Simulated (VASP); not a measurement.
Write the native input for VASP 6.6.1 that does the following.

```yaml
Task: relaxation of the atoms
Functional: PBE
Potentials_or_basis: VASP PAW PBE potentials, release 64 (Ru_pv)
Cutoff: 520 eV
k_mesh: 8 × 8 × 1
Occupations: fermi-dirac, width 0.05 eV
Spin: no spin polarisation
Dipole_correction: yes
Atoms_held_fixed_from_0: "[0, 1, 2]"
Further_INCAR_settings: ALGO = Fast; EDIFF = 1e-06; IBRION = 2; EDIFFG = -0.01; NSW = 40
```

The structure of Ru lies in POSCAR:

```
Ru
1.0
    2.7057993342      0.0000000000      0.0000000000
   -1.3528996671      2.3432909610      0.0000000000
    0.0000000000      0.0000000000     25.7047500000
Ru
6
Selective dynamics
Direct
    0.6666666667      0.3333333334      0.2917748665  F F F
    0.3333333333      0.6666666666      0.3750649199  F F F
    0.6666666667      0.3333333334      0.4583549733  F F F
    0.3333333333      0.6666666666      0.5416450267  T T T
    0.6666666667      0.3333333334      0.6249350801  T T T
    0.3333333333      0.6666666666      0.7082251335  T T T
```

The slab is cut from a database's or a generator's crystal, which needn't be the stable form of the element.

One way to write it, as run:

INCAR

```
PREC = Accurate ; ENCUT = 520
EDIFF = 1E-6 ; ISMEAR = -1
SIGMA = 0.05 ; LREAL = F
LASPH = T ; NELM = 60
ALGO = Fast ; ISIF = 2
LWAVE = F ; LCHARG = F
LDIPOL = T ; IDIPOL = 3
DIPOL = 0.5 0.5 0.500 ; GGA = PE
IBRION = 2 ; NSW = 40
EDIFFG = -0.01
```

KPOINTS

```
Automatic mesh
0
Gamma
  8 8 1
```

Potentials or basis: VASP PAW PBE potentials, release 64 (Ru_pv).

Run with:

```console
$ cat potpaw_PBE.64/Ru_pv/POTCAR > POTCAR
$ mpirun -np 1 vasp_std > vasp.out
```

Results of the run:

- Energy gained by relaxing: 6.7 meV/atom
- Ionic steps: 12
- Band gap on the k mesh: none (metal or under the smearing width)

It took 12 min on 1 thread of Intel(R) Xeon(R) Platinum 8488C (Sapphire Rapids), on a shared host, peak memory 0.29 GiB.
